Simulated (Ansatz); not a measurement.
# C: the cost of one run

Method: DFT PBEsol, scalar-relativistic, plane waves, PAW, in Ansatz 0.2.0.

A COD entry behind a cell of this session may itself be a prediction, so a difference from it is no test against experiment.

2 further runs of the same task are left out: 2 set aside as unsound or not needed.

### 1 The structure to begin with

Symmetry: P6_3/mmc, No. 194, hexagonal system. The conventional cell has a = 2.499 Å, b = 2.499 Å, c = 4.161 Å, α = 90.00°, β = 90.00°, γ = 120.00°. C (site symmetry 3m) is surrounded by 4 C at 1.53 to 1.56 Å.

Coordinates:

```cif
data_structure
_symmetry_space_group_name_H-M 'P6_3/mmc'
_symmetry_Int_Tables_number 194
_cell_length_a 2.4988
_cell_length_b 2.4988
_cell_length_c 4.1608
_cell_angle_alpha 90.000
_cell_angle_beta 90.000
_cell_angle_gamma 120.000
_cell_volume 22.50
loop_
_atom_site_label
_atom_site_type_symbol
_atom_site_symmetry_multiplicity
_atom_site_Wyckoff_symbol
_atom_site_fract_x
_atom_site_fract_y
_atom_site_fract_z
_atom_site_occupancy
C1 C 4 f 0.33333 0.66667 0.06280 1
```

It is the result of an earlier relaxation at this level (volume 5.62 Å³/atom; gap on the mesh: 3.05 eV).

### 2 The wider surface cell

Miller indices refer to the conventional cell of the relaxed bulk, P6_3/mmc (No. 194): a = 2.499 Å, b = 2.499 Å, c = 4.161 Å, α = 90.00°, β = 90.00°, γ = 120.00°.

A (001) slab, 6.8 Å thick as cut, with 15 Å of vacuum, in a 2×1 surface cell; its outer planes are C (top) and C (bottom).

The slab as cut. Its planes from the bottom up:

| plane | atoms per cell | height over the lowest (Å) |
| --- | --- | --- |
| 1 | C2 | 0.00 |
| 2 | C2 | 0.52 |
| 3 | C2 | 2.08 |
| 4 | C2 | 2.60 |
| 5 | C2 | 4.16 |
| 6 | C2 | 4.68 |
| 7 | C2 | 6.24 |
| 8 | C2 | 6.76 |

### 3 Symmetric start

Input file input.yaml:

```yaml
crystal:
  lattice:
    - [4.9976299126, 0.0, 0.0]
    - [-1.2494074781, 2.1640372315, 0.0]
    - [0.0, 0.0, 21.763868273]
  atoms:
    - { symbol: C, position: [0.1666666667, 0.6666666667, 0.3446078567] }
    - { symbol: C, position: [0.6666666667, 0.6666666667, 0.3446078567] }
    - { symbol: C, position: [0.3333333333, 0.3333333333, 0.3686208107] }
    - { symbol: C, position: [0.8333333333, 0.3333333333, 0.3686208107] }
    - { symbol: C, position: [0.3333333333, 0.3333333333, 0.4401983009] }
    - { symbol: C, position: [0.8333333333, 0.3333333333, 0.4401983009] }
    - { symbol: C, position: [0.1666666667, 0.6666666667, 0.4642112549] }
    - { symbol: C, position: [0.6666666667, 0.6666666667, 0.4642112549] }
    - { symbol: C, position: [0.1666666667, 0.6666666667, 0.5357887451] }
    - { symbol: C, position: [0.6666666667, 0.6666666667, 0.5357887451] }
    - { symbol: C, position: [0.3333333333, 0.3333333333, 0.5598016991] }
    - { symbol: C, position: [0.8333333333, 0.3333333333, 0.5598016991] }
    - { symbol: C, position: [0.3333333333, 0.3333333333, 0.6313791893] }
    - { symbol: C, position: [0.8333333333, 0.3333333333, 0.6313791893] }
    - { symbol: C, position: [0.1666666667, 0.6666666667, 0.6553921433] }
    - { symbol: C, position: [0.6666666667, 0.6666666667, 0.6553921433] }
basis:
  ecutwfc: 420
kpoints:
  mp_grid: { grid: [6, 12, 1] }
hamiltonian:
  xc: pbesol
scf:
  occupations: { method: gaussian, width: 0.05 }
output:
  forces: true
  eigenvalues: true
  write_density: true
  write_potential: true
  elf: true
  volumetric_format: npy
relax:
  adjacent_minimum: "off"
  f_tol: 0.02
  max_steps: 90
  constraints: [{ sites: [0, 1, 2, 3, 4, 5, 6, 7] }]
efield:
  axis: 3
  dipole_correction: true
  ramp_width: 0.04
```

Command:

```
$ ansatz run input.yaml --threads 2 --pin off --max-ram 5120MiB --backend cpu --events-out ev --progress --plain --runs-dir out
```

What time and memory should one allow on 2 threads of AMD EPYC 9R45 (Zen 5), shared host?

About 2.6 min, with a peak of 0.67 GiB.
